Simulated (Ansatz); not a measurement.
The parent structure is InN in the wurtzite structure (space group P6_3mc, No. 186; a = 3.5809 Å, c = 5.7882 Å).

The change: a hydrostatic pressure of 22.5 GPa.

Levels (all Ansatz, a program for electronic structure, PAW, earlier PAW set): PBE (420 eV, no spin-orbit coupling); HSE06 (420 eV, without spin-orbit coupling).

The geometry is relaxed with PBE.

| Item | Value |
|---|---|
| PBE lowest conduction level above the VBM at special points | Γ 0.10 eV; A 2.66 eV; L 3.68 eV |

How does going to HSE06 change the lowest conduction level above the VBM at special points?

The lowest conduction level above the VBM at special points becomes Γ 1.08 eV; A 3.81 eV; L 4.80 eV (PBE: Γ 0.10 eV; A 2.66 eV; L 3.68 eV).

Single points use the geometry relaxed with PBE. The levels and masses belong to the bands next to the band gap. Load acts through the strain it causes; cell and atoms are relaxed under it. No phonon test of stability was made. Tetrahedral semiconductors of this kind turn to denser phases somewhere between about 1 and 50 GPa; those were not computed, so compressed cells here can lie past the real transition. All final runs are without spin polarisation.
